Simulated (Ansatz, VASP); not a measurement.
# One calculation of B, two programs

```
B
1.0
     1.87259    0.00000    0.00000
     0.00000    1.87259    0.00000
     0.00000    0.00000    1.87259
B
1
Direct
  0.50000 0.50000 0.50000
```

The cell was built by a generator and needn't be a form met in nature.

Alike in both runs: task single point; functional PBE; k mesh 14 × 14 × 14; occupations fermi-dirac, width 0.05 eV; no spin polarisation.

|  | VASP | Ansatz |
| --- | --- | --- |
| version | VASP 6.6.1 | Ansatz 0.2.0 |
| potentials or method | VASP PAW PBE potentials, release 64 (B) | Ansatz PAW soft_1 |
| plane-wave cutoff (eV) | 520 | 420 |
| valence electrons in the cell | 3 | 3 |

|  | VASP | Ansatz | Ansatz less VASP |
| --- | --- | --- | --- |
| gap on the k mesh at the Fermi level (eV) | none | none | - |
| pressure (GPa) | 5.3 | 5.2 | -0.08 |

A gap of «none» marks a metal or a gap that the smearing closes.
